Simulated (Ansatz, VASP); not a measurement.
This is a calculation of TePb for Ansatz 0.2.0.

input.yaml

```yaml
crystal:
  lattice:
    - [0.0, 3.231, 3.231]
    - [3.231, 0.0, 3.231]
    - [3.231, 3.231, 0.0]
  atoms:
    - { symbol: Pb, position: [0.0, 0.0, 0.0] }
    - { symbol: Te, position: [0.5, 0.5, 0.5] }
hamiltonian:
  xc: rpbe
  pseudopotentials: { kind: paw }
kpoints:
  mp_grid: { grid: [7, 7, 7] }
scf:
  occupations: { method: fermi_dirac, width: 0.05 }
output:
  forces: true
  stress: true
relax:
  f_tol: 0.01
  max_steps: 40
  cell: { stress_tol: 0.05 }
```

Potentials or basis: Ansatz PAW.

Command:

```bash
$ ansatz run input.yaml --threads 2 --pin off --max-ram 5632MiB --backend cpu --events-out ev --progress --plain --runs-dir out
```

**Question.** Translate it to VASP 6.6.1. Potentials there: VASP PAW PBE potentials, release 64 (Pb_d, Te).

**Answer.** As run (the cutoff follows the program's own potentials):

The input INCAR:

```
SYSTEM = TePb
PREC = Accurate
ENCUT = 600
EDIFF = 1E-6
ISMEAR = -1
SIGMA = 0.05
LREAL = .FALSE.
LASPH = .TRUE.
NELM = 100
ALGO = Fast
ISIF = 3
LWAVE = .FALSE.
LCHARG = .FALSE.
GGA = RP
IBRION = 2
NSW = 40
EDIFFG = -0.02
```

Contents of KPOINTS:

```
Automatic mesh
0
G
  7 7 7
  0 0 0
```

File POSCAR:

```
TePb
1.0
    0.0000000000      3.2310000000      3.2310000000
    3.2310000000      0.0000000000      3.2310000000
    3.2310000000      3.2310000000      0.0000000000
Pb Te
1 1
Direct
    0.0000000000      0.0000000000      0.0000000000
    0.5000000000      0.5000000000      0.5000000000
```

Potentials or basis: VASP PAW PBE potentials, release 64 (Pb_d, Te).

Launch:

```console
$ cat potpaw_PBE.64/Pb_d/POTCAR potpaw_PBE.64/Te/POTCAR > POTCAR
$ mpirun -np 1 vasp_std > vasp.out
```

Both were run:

|  | VASP | Ansatz | Ansatz less VASP |
| --- | --- | --- | --- |
| relaxed volume (Å³/atom) | 36.79 | 36.84 | +0.052 |
| relaxed cell length with the largest relative difference (Å) | 4.704 | 4.706 | +0.0022 |
| energy change over the relaxation (meV/atom) | -32 | -33 | -0.6 |

The two sets of potentials don't hold the same shells in valence.

Caveats: the PAW data sets were made with another functional, which shifts forces and pressure a little (VASP); the plane-wave basis is chosen anew once the cell has moved, so the energies of steps on either side of that aren't comparable (Ansatz); the PAW data sets come from PBE, with cores solved anew for the run's functional, which leaves a small shift of forces and pressure (Ansatz). RPBE and its kin give volumes clearly too large for solids. Spin-orbit coupling is left out, which matters for the levels of Pb, Te.
